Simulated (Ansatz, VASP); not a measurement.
Os: programs and potentials compared

The starting cell:

```xyz
2
Lattice="2.7341 0.0000 0.0000 -1.3671 2.3678 0.0000 0.0000 0.0000 4.3197" Properties=species:S:1:pos:R:3 pbc="T T T"
Os    1.3671    0.7893    3.2398
Os    0.0000    1.5785    1.0799
```

Alike in all runs: task relaxation of cell and atoms; functional PBE; k mesh 11 × 11 × 6; occupations fermi-dirac, width 0.05 eV; no spin polarisation; no spin-orbit coupling.

```
                        program and potentials  plane-wave cutoff (eV)                                    notes  equilibrium volume (Å³/atom)
                VASP, PBE PAW files Os, 580 eV                     580   8 valence electrons an atom on average                         14.28
    VASP, PBE PAW files Os, release 54, 600 eV                     600   8 valence electrons an atom on average                         14.28
Ansatz, all-electron LAPW, scalar-relativistic                       -                                        -                         14.28
    VASP, PBE PAW files Os, release 54, 580 eV                     580   8 valence electrons an atom on average                         14.28
          VASP, PBE PAW files Os_sv_GW, 680 eV                     680  16 valence electrons an atom on average                         14.27
          VASP, PBE PAW files Os_sv_GW, 630 eV                     630  16 valence electrons an atom on average                         14.27
             VASP, PBE PAW files Os_pv, 600 eV                     600  14 valence electrons an atom on average                         14.36
```

The equilibrium volume spans 14.27 (VASP, PBE PAW files Os_sv_GW, 630 eV) to 14.36 Å³/atom (VASP, PBE PAW files Os_pv, 600 eV), with all-electron results at 14.28. Relaxations stop with a little pressure left, so the last digit of a volume isn't settled.

Differences between rows come from potentials, basis sets and numerical settings, since the functional is the same but for its coding. Runs on potential files found faulty are left out.
